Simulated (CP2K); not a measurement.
## HfO2 under changes of volume

One of the cells (10.041 Å³/atom); the others are scaled copies at fixed shape and fractional positions:

```
Hf O
1.0
     5.55640    0.00000    0.00000
     0.00000    3.33360    0.00000
     0.00000    0.00000    6.50500
Hf O
4 8
Direct
  0.74868 0.75000 0.60787
  0.25132 0.25000 0.39213
  0.24868 0.75000 0.89213
  0.75132 0.25000 0.10787
  0.63950 0.25000 0.42340
  0.36050 0.75000 0.57660
  0.13950 0.25000 0.07660
  0.86050 0.75000 0.92340
  0.52079 0.25000 0.84145
  0.47921 0.75000 0.15855
  0.02079 0.25000 0.65855
  0.97921 0.75000 0.34145
```

Measurements of this composition are mostly on another form, of space group No. 14.

* Program: CP2K 2026.2
* Functional: PBE
* Potentials or basis: POTENTIAL_UZH Hf GTH-PBE-q12, O GTH-PBE-q6; TZVP-MOLOPT-PBE-GTH basis
* Density cutoff: 8163 eV
* k mesh: 5 × 8 × 4
* Occupations: fermi-dirac, width 0.05 eV
* Spin: no spin polarisation

| volume (Å³/atom) | energy over the lowest point (meV/atom) | pressure (GPa) | gap on the mesh (eV) | largest force (eV/Å) |
| --- | --- | --- | --- | --- |
| 9.438 | 22.98 | 15.7 | 3.58 | 0.275 |
| 9.639 | 7.56 | 9.0 | 3.53 | 0.152 |
| 9.840 | 0.17 | 2.9 | 3.49 | 0.103 |
| 10.041 | 0.00 | -2.6 | 3.45 | 0.155 |
| 10.242 | ? | ? | ? | ? |
| 10.443 | 18.47 | -11.9 | 3.37 | 0.335 |
| 10.643 | 35.94 | -15.9 | 3.32 | 0.422 |

Task: What does the run at 10.242 Å³/atom give?

Result: Energy over the lowest point 6.27 meV/atom; pressure -7.5 GPa; gap on the mesh 3.41 eV; largest force 0.240 eV/Å.

Worked out: A Birch-Murnaghan fit of order 3 (a polynomial in V^(-2/3)) to the other rows has its minimum at 9.95 Å³/atom with B0 = V·E''(V) = 269 GPa and B' = 4.0 at fixed shape and positions, which overstates the stiffness. It gives 6.29 meV/atom at 10.242 Å³/atom, against the run's 6.27, and -dE/dV = -7.5 GPa, against -7.5. A straight line through the other rows of the gap, of slope -2.11 eV per unit of ln V (its deformation potential), gives 3.41 eV, against the run's 3.41.

Energies are extrapolated to zero smearing.

Caveats: spin-orbit coupling is left out, which moves the levels of the heavy elements; an odd mesh through Γ misses points on the zone boundary, where band edges often lie; the basis of atomic orbitals isn't converged, which shifts pressures, moduli and gaps.
